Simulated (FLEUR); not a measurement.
# Au (Im-3m) in FLEUR: notebook

Runs on Au. Level: PBE. Tasks: single point.

Program: FLEUR MaX-R8.1 (later development tree). These are calculated values, not measurements. Logs are shortened: lines on timing, memory, paths and dates and some standing lists are left out, and cuts for length are marked.

## Step 1: Starting point

Symmetry: Im-3m, No. 229, cubic system. The conventional cell has a = 3.315 Å, b = 3.315 Å, c = 3.315 Å, α = 90.00°, β = 90.00°, γ = 90.00°. Au (site symmetry m-3m) has 8 Au at 2.87 Å as nearest neighbours.

This isn't the form of Au at room conditions, which is fcc.

## Step 2: Single point, PBE

Input file inp.xml:

```xml
<?xml version="1.0" encoding="UTF-8" standalone="no"?>
<fleurInput fleurInputVersion="0.39">
   <comment>
      Au                                                                                                  
   </comment>
   <calculationSetup>
      <cutoffs Kmax="4.1" Gmax="12.7" GmaxXC="12.7" numbands="0"/>
      <scfLoop itmax="60" minDistance="0.00001" maxIterBroyd="15" imix="Anderson" alpha="0.05" precondParam="0.0" spinf="2.0" sdNocoIR="T"/>
      <coreElectrons ctail="T" frcor="F" kcrel="0" coretail_lmax="0"/>
      <xcFunctional name="pbe" relativisticCorrections="F"/>
      <magnetism jspins="1"/>
      <soc l_soc="F" theta="0.0" phi="0.0" spav="F"/>
      <expertModes spex="0" secvar="F"/>
      <geometryOptimization l_f="T" forcealpha="1.0" forcemix="BFGS" epsdisp="0.0005" epsforce="0.0002"/>
      <ldaU l_linMix="F" mixParam="0.05" spinf="1.0"/>
   </calculationSetup>
   <cell>
      <bzIntegration valenceElectrons="19.0" mode="hist" fermiSmearingEnergy="0.00183747">
         <kPointListSelection listName="default-1"/>
         <!-- k-points included here -->
         <xi:include xmlns:xi="http://www.w3.org/2001/XInclude" href="kpts.xml"> </xi:include>
      </bzIntegration>
      <!-- symmetry operations included here -->
      <xi:include xmlns:xi="http://www.w3.org/2001/XInclude" href="sym.xml"> </xi:include>
      <bulkLattice scale="1.0">
         <bravaisMatrix>
            <row-1>   -3.1317845247897176     3.1317845247897176     3.1317845247897176</row-1>
            <row-2>    3.1317845247897176    -3.1317845247897176     3.1317845247897176</row-2>
            <row-3>    3.1317845247897176     3.1317845247897176    -3.1317845247897176</row-3>
         </bravaisMatrix>
      </bulkLattice>
   </cell>
   <atomSpecies>
      <species name="Gold (Au)" element="Au" atomicNumber="79">
         <mtSphere radius="2.46" gridPoints="829" logIncrement="0.016"/>
         <atomicCutoffs lmax="10" lnonsphr="8"/>
         <electronConfig flipSpins="F">
            <coreConfig>(1s1/2) (2s1/2) (2p1/2) (2p3/2) (3s1/2) (3p1/2) (3p3/2) (4s1/2) (3d3/2) (3d5/2) (4p1/2) (4p3/2) (4d3/2) (4d5/2) (4f5/2) (4f7/2)</coreConfig>
            <valenceConfig>(5s1/2) (5p1/2) (5p3/2) (6s1/2) (5d3/2) (5d5/2)</valenceConfig>
            <stateOccupation state="(6s1/2)" spinUp="0.500000" spinDown="0.500000"/>
         </electronConfig>
         <energyParameters s="6" p="6" d="5" f="5"/>
         <lo type="SCLO" l="0" n="5" eDeriv="0"/>
         <lo type="SCLO" l="1" n="5" eDeriv="0"/>
         <lo type="SCLO" l="1" n="5" eDeriv="1"/>
         <lo type="SCLO" l="2" n="5" eDeriv="2"/>
         <lo type="SCLO" l="3" n="5" eDeriv="2"/>
      </species>
   </atomSpecies>
   <atomGroups>
      <atomGroup species="Gold (Au)">
         <relPos label="                   1">.0000000000 .0000000000 .0000000000</relPos>
         <force calculate="T" relaxXYZ="TTT"/>
      </atomGroup>
   </atomGroups>
   <output dos="F" band="F" slice="F">
      <checks vchk="F" cdinf="F"/>
      <bandDOS minEnergy="-.5*Htr" maxEnergy="0.5*Htr" sigma="0.015" storeEVData="T"/>
      <vacuumDOS vacdos="F" integ="F" star="F" nstars="0" locx1="0.0" locy1="0.0" locx2="0.0" locy2="0.0" nstm="0" tworkf="0.0"/>
      <unfoldingBand unfoldBand="F" supercellX="1" supercellY="1" supercellZ="1"/>
      <plotting iplot="0" polar="F">
         <plot TwoD="T" vec1="  1.0  0.0  0.0" vec2="  0.0  1.0  0.0" vec3="  0.0  0.0  1.0" zero="  0.0  0.0  0.0" file="plot"/>
      </plotting>
      <chargeDensitySlicing numkpt="0" minEigenval="0.0" maxEigenval="0.0" nnne="0" pallst="F"/>
      <specialOutput eonly="F"/>
      <moessbauerParams electricFieldGradient="T" isomerShift="T" coreHyperfine="T" valenceHyperfine="T"/>
      <magneticCircularDichroism mcd="F" energyLo="-10.0" energyUp="0.0"/>
   </output>
  <!-- We include the file relax.xml here to enable relaxations (see documentation) -->
  <xi:include xmlns:xi="http://www.w3.org/2001/XInclude" href="relax.xml"> <xi:fallback/> </xi:include>
</fleurInput>
```

Input file crystal.txt:

```
Au
&input cartesian=F /
-1.6572690000  1.6572690000  1.6572690000
1.6572690000  -1.6572690000  1.6572690000
1.6572690000  1.6572690000  -1.6572690000
1.8897261246
1.0 1.0 1.0

1
79 0.0000000000  0.0000000000  0.0000000000

&kpt div1=11 div2=11 div3=11 gamma=T /
```

Potentials or basis: all-electron, FLAPW.

Run with:

```sh
> inpgen -f crystal.txt -profile fastHighL
> # inp.xml edited to the form shown
> fleur_MPI
```

Standard output:

```text
Welcome to FLEUR        (www.flapw.de)
      MaX-Release 8.1          (www.max-centre.eu)

 ========== k-point set info ==========
 Selected k-point list: default-1
 k-point list type: mesh
 11 x 11 x 11
 Number of k points: 56

 ------------Calculation Setup---------------------------
 Number of MPI-tasks      :            1
 Number of PE/node        :            1
 Number of OMP-threads    :            1
 Most efficient MPI parallelization for:
           1           2           4           7           8          14          28          56
 Additional eigenvalue parallelization possible
 Number of basis functions:          185
 Approximate size of matrices (H+S) per k-point:         0.001 GB
 --------------------------------------------------------
 Iteration:     1   Distance:      14.99197698 me/bohr^3
 Iteration:     2   Distance:      13.43418654 me/bohr^3
 Iteration:     3   Distance:       6.12951097 me/bohr^3
 Iteration:     4   Distance:       1.94093323 me/bohr^3
 Iteration:     5   Distance:       1.75925047 me/bohr^3
 Iteration:     6   Distance:       0.14193383 me/bohr^3
 Iteration:     7   Distance:       0.08276366 me/bohr^3
 Iteration:     8   Distance:       0.01689218 me/bohr^3
 Iteration:     9   Distance:       0.00196519 me/bohr^3
 Iteration:    10   Distance:       0.00222094 me/bohr^3
 Iteration:    11   Distance:       0.00007792 me/bohr^3
 Iteration:    12   Distance:       0.00005178 me/bohr^3
 Iteration:    13   Distance:       0.00000195 me/bohr^3

 ********************************************************************
 Run finished successfully
 Stop message:
   Structural relaxation: Done
 ********************************************************************
```

out.xml (last iteration):

```text
<iteration numberForCurrentRun="   14" overallNumber="   14">
         <energyParameters units="Htr">
            <atomicEP atomType="1" spin="1" branch="6s" branchLowest="-3.45" branchHighest="1.57" value="0.2521851840"/>
            <atomicEP atomType="1" spin="1" branch="6p" branchLowest="-1.64" branchHighest="2.53" value="0.4307083089"/>
            <atomicEP atomType="1" spin="1" branch="5d" branchLowest="-11.43" branchHighest="0.50" value="0.2862955337"/>
            <atomicEP atomType="1" spin="1" branch="5f" branchLowest="-2.46" branchHighest="2.61" value="0.7271117986"/>
            <loAtomicEP atomType="1" spin="1" branch="5s" branchLowest="-26.26" branchHighest="-3.45" value="-3.4548261276"/>
            <loAtomicEP atomType="1" spin="1" branch="5p" branchLowest="-19.51" branchHighest="-1.64" value="-1.7133318254"/>
            <loAtomicEP atomType="1" spin="1" branch="5p" branchLowest="-19.51" branchHighest="-1.64" value="-1.7133318254"/>
            <loAtomicEP atomType="1" spin="1" branch="5d" branchLowest="-11.43" branchHighest="0.50" value="0.2685498692"/>
            <loAtomicEP atomType="1" spin="1" branch="5f" branchLowest="-2.46" branchHighest="2.61" value="0.7271038872"/>
         </energyParameters>
         <eigenvalues>
            <eigenvaluesAt spin="1" ikpt="1" k_x="0.00000000" k_y="0.00000000" k_z="0.00000000">
                      -3.4551541625       -1.6648691382       -1.6648691382       -1.6648691382        0.0756724239
                       0.2476026355        0.2476026355        0.2476026355        0.3117116139        0.3117116139
                       1.0171375765        1.0171375765        1.0171375765        1.2650699677        1.2650699677
            </eigenvaluesAt>
            <eigenvaluesAt spin="1" ikpt="2" k_x="0.00000000" k_y="0.00000000" k_z="0.09090909">
                      -3.4551266682       -1.6653821600       -1.6650584435       -1.6648615204        0.0861911330
                       0.2444540382        0.2479032877        0.2547779819        0.3081398070        0.3119593461
                       1.0108247159        1.0179391477        1.0298494483        1.1810052616        1.1903945575
            </eigenvaluesAt>
            <eigenvaluesAt spin="1" ikpt="3" k_x="0.00000000" k_y="0.00000000" k_z="0.18181818">
                      -3.4550531951       -1.6667586543       -1.6655656459       -1.6648435975        0.1152580782
                       0.2362835532        0.2487527229        0.2752083579        0.3022385153        0.3128029319
                       0.9414134549        0.9954934196        1.0649621353        1.1245391811        1.1413722265
            </eigenvaluesAt>
            <eigenvaluesAt spin="1" ikpt="4" k_x="0.00000000" k_y="0.00000000" k_z="0.27272727">
                      -3.4549567953       -1.6685504255       -1.6662297138       -1.6648213432        0.1506631279
                       0.2261191900        0.2588032795        0.3017046664        0.3052243880        0.3144226795
                       0.8075897152        0.9424260954        1.0452166830        1.1135578760        1.1354812588
            </eigenvaluesAt>
         </eigenvalues>
         <bandgap value="0.0327566040" units="eV"/>
         <sumValenceSingleParticleEnergies value="-13.9659514821" units="Htr"/>
         <FermiEnergy value="0.4092242163" units="Htr"/>
         <valenceDensity>
            <mtCharges spin="1">
               <mtCharge atomType="1" total="17.2592746" s="2.4594103" p="6.2276083" d="8.5420751" f="0.0237469"/>
            </mtCharges>
            <spinDependentCharge spin="1" total="19.0000000" interstitial="1.7407254" mtSpheres="17.2592746"/>
            <totalCharge value="19.0000000000"/>
         </valenceDensity>
         <coreStates atomType="     1" atomicNumber=" 79" spin="1" kinEnergy="  21655.2059044762" eigValSum=" -11692.6296502338" lostElectrons=" 0.000202">
            <state n="1" l="0" j="0.5" energy="-2963.5926334242" weight="1.0000000000"/>
            <state n="2" l="0" j="0.5" energy="-522.0475570561" weight="1.0000000000"/>
            <state n="2" l="1" j="0.5" energy="-500.5098645375" weight="1.0000000000"/>
            <state n="2" l="1" j="1.5" energy="-433.0396168531" weight="2.0000000000"/>
            <state n="3" l="0" j="0.5" energy="-122.8146529621" weight="1.0000000000"/>
            <state n="3" l="1" j="0.5" energy="-113.1494863510" weight="1.0000000000"/>
[... 8 lines left out ...]
            <state n="4" l="3" j="2.5" energy="-2.5414822419" weight="3.0000000000"/>
            <state n="4" l="3" j="3.5" energy="-2.4013200171" weight="4.0000000000"/>
         </coreStates>
         <allElectronCharges>
            <spinDependentCharge spin="1" total="79.0000000" interstitial="1.7409259" mtSpheres="77.2590741"/>
            <totalCharge value="78.9999999957"/>
         </allElectronCharges>
         <moessbauerParams unitsHFF="kG" unitsIS="e/bohr^3" unitsEFG="Htr/bohr^2">
            <coreIsomerShift atomType="1" isTotal="2314832.48421">
               <shell n="1" l="0" isomerShift="1917375.95934"/>
               <shell n="2" l="0" isomerShift="287526.29654"/>
               <shell n="2" l="1" isomerShift="20715.01863"/>
               <shell n="3" l="0" isomerShift="65827.91482"/>
               <shell n="3" l="1" isomerShift="5316.38361"/>
               <shell n="4" l="0" isomerShift="16740.11578"/>
               <shell n="3" l="2" isomerShift="0.00218"/>
               <shell n="4" l="1" isomerShift="1330.79272"/>
               <shell n="4" l="2" isomerShift="0.00058"/>
               <shell n="4" l="3" isomerShift="0.00000"/>
            </coreIsomerShift>
            <isomerShift atomType="1" nucleusRadius="0.0001374" averageDensity="2318319.84086"/>
            <electricFieldGradient atomType="1" VXX="0.00000" VYY="0.00000" VZZ="0.00000" asymParam="0.00000">
            </electricFieldGradient>
         </moessbauerParams>
         <totalEnergy                                    value="   -19047.9282159064" units="Htr">
            <sumOfEigenvalues                            value="   -11706.5956017159">
               <coreElectrons value="-11692.6296502338"/>
               <valenceElectrons value="-13.9659514821"/>
            </sumOfEigenvalues>
            <densityCoulombPotentialIntegral value="-33117.3399015627"/>
            <densityEffectivePotentialIntegral value="-33595.7290740546"/>
            <chargeDenXCDenIntegral value="-365.5373172075"/>
            <FockExchangeEnergyValence value="0.0000000000"/>
            <FockExchangeEnergyCore value="0.0000000000"/>
            <atomTypeDependentContributions atomType="1">
               <electronNucleiInteractionDifferentMTs value="23969.0096092552"/>
               <MadelungTerm value="-43.8448110009"/>
            </atomTypeDependentContributions>
            <tkbTimesEntropy value="0.0002152801"/>
            <freeEnergy value="-19047.9284311864"/>
            <extrapolationTo0K value="-19047.9283235464"/>
         </totalEnergy>
         <totalForcesOnRepresentativeAtoms units="Htr/bohr">
            <forceTotal atomType="1" x="0.000000" y="0.000000" z="0.000000" F_x="0.00000000" F_y="0.00000000" F_z="0.00000000"/>
         </totalForcesOnRepresentativeAtoms>
      </iteration>
```

Wall time 21 s (1 thread of Arm Neoverse V1, shared host); peak memory 0.06 GiB.

What came out:

```yaml
Free_energy: -518320.5377 eV
Band_gap_on_the_k_mesh: none (metal or under the smearing width)
Valence_electrons_inside_the_program's_atomic_spheres: Au 17.26 (radii Au 2.46 bohr)
```

Levels at points of the mesh, in eV from the Fermi level:
| k point | band 8 | band 9 | band 10 | band 11 | band 12 | band 13 |
| --- | --- | --- | --- | --- | --- | --- |
| (0.00, 0.00, 0.00) | -4.40 | -2.65 | -2.65 | 16.54 | 16.54 | 16.54 |

Core levels (eV from the Fermi level):
```tsv
atom	levels
1 Au	1s1/2 -80654.6, 2s1/2 -14216.8, 2p1/2 -13630.7, 2p3/2 -11794.7, 3s1/2 -3353.1, 3p1/2 -3090.1, 3p3/2 -2684.9, 4s1/2 -725.6, 3d3/2 -2249.3, 3d5/2 -2162.2, 4p1/2 -613.5, 4p3/2 -516.4, 4d3/2 -333.2, 4d5/2 -315.1, 4f5/2 -80.3, 4f7/2 -76.5
```

Spin-orbit coupling is left out, which matters for the levels of Au.

## Step 3: Single point, PBE (cell strained at random at fixed volume)

inp.xml, as its differences from that of step 2:

```diff
@@ -26,5 +26,5 @@
          <bravaisMatrix>
-            <row-1>   -3.1317845247897176     3.1317845247897176     3.1317845247897176</row-1>
-            <row-2>    3.1317845247897176    -3.1317845247897176     3.1317845247897176</row-2>
-            <row-3>    3.1317845247897176     3.1317845247897176    -3.1317845247897176</row-3>
+            <row-1>   -3.1506269839781038     3.0440577689074115     3.1458195207171213</row-1>
+            <row-2>    3.0306199264353806    -3.0909947863902261     3.0727494806572131</row-2>
+            <row-3>    3.2813828037175514     3.2217524958557986    -3.1927565381999363</row-3>
          </bravaisMatrix>
@@ -34,3 +34,3 @@
       <species name="Gold (Au)" element="Au" atomicNumber="79">
-         <mtSphere radius="2.46" gridPoints="829" logIncrement="0.016"/>
+         <mtSphere radius="2.46" gridPoints="813" logIncrement="0.016"/>
          <atomicCutoffs lmax="10" lnonsphr="8"/>
```

Input file crystal.txt:

```
Au
&input cartesian=F /
-1.6672400000  1.6108460000  1.6646960000
1.6037350000  -1.6356840000  1.6260290000
1.7364330000  1.7048780000  -1.6895340000
1.8897261246
1.0 1.0 1.0

1
79 -0.0098820000  -0.0170920000  -0.0213010000

&kpt div1=11 div2=11 div3=11 gamma=T /
```

Potentials or basis: all-electron, FLAPW.

Run with:

```sh
> inpgen -f crystal.txt -profile fastHighL
> # inp.xml edited to the form shown
> fleur_MPI
```

Run time: 7.4 min. Hardware: 1 thread of Arm Neoverse V1, shared host; peak memory 0.1 GiB.

Results (log left out):

| Quantity | Value |
| --- | --- |
| Free energy | -518320.5300 eV |
| Band gap on the k mesh | none (metal or under the smearing width) |
| Valence electrons inside the program's atomic spheres | Au 17.26 (radii Au 2.46 bohr) |

Levels at points of the mesh, in eV from the Fermi level:
```
           k point  band 7  band 8  band 9  band 10  band 11  band 12
(0.00, 0.00, 0.00)   -4.53   -4.07   -2.68    -2.60    16.03    16.44
```

Core levels (eV from the Fermi level):
```csv
atom,levels
1 Au,"1s1/2 -80654.6, 2s1/2 -14216.8, 2p1/2 -13630.7, 2p3/2 -11794.8, 3s1/2 -3353.1, 3p1/2 -3090.1, 3p3/2 -2684.9, 4s1/2 -725.7, 3d3/2 -2249.3, 3d5/2 -2162.2, 4p1/2 -613.5, 4p3/2 -516.4, 4d3/2 -333.2, 4d5/2 -315.1, 4f5/2 -80.3, 4f7/2 -76.5"
```

Spin-orbit coupling is left out, which matters for the levels of Au.
